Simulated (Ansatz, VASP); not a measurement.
One calculation of Mg, two programs

```
CELL_PARAMETERS angstrom
2.96858 0.00000 0.00000
-1.48429 2.77931 0.00000
0.00000 0.00000 5.21033
ATOMIC_POSITIONS crystal
Mg 0.33333 0.66667 0.25000
Mg 0.66667 0.33333 0.75000
```

Change from the starting cell: strain -0.0750 x Voigt [1, 0, 0, 0, 0, 0], atoms carried along.

Alike in both runs: task single point; functional LDA; k mesh 18 × 18 × 10; occupations gaussian, width 0.15 eV; no spin polarisation.

|  | VASP | Ansatz |
| --- | --- | --- |
| version | VASP 6.6.1 | Ansatz 0.2.0 |
| potentials or method | VASP PAW LDA potentials, release 64 (Mg) | scalar-relativistic, plane waves, PAW |
| plane-wave cutoff (eV) | 520 | 420 |
| valence electrons in the cell | 4 | 20 |

Ansatz gave:

| Property | Result |
| --- | --- |
| gap on the k mesh at the Fermi level (eV) | none |
| pressure (GPa) | 0.5 |
| largest component of the traceless stress (GPa) | 2.88 |
| rms of the force components (eV/Å) | 0.031 |

Problem. Estimate VASP's values.

Solution. gap on the k mesh at the Fermi level (eV): none; pressure (GPa): 0.2; largest component of the traceless stress (GPa): 2.90; rms of the force components (eV/Å): 0.031.

Atom by atom the forces differ by 0.000 eV/Å (rms over components). A gap of «none» marks a metal or a gap that the smearing closes. The two sets of potentials don't hold the same shells in valence.
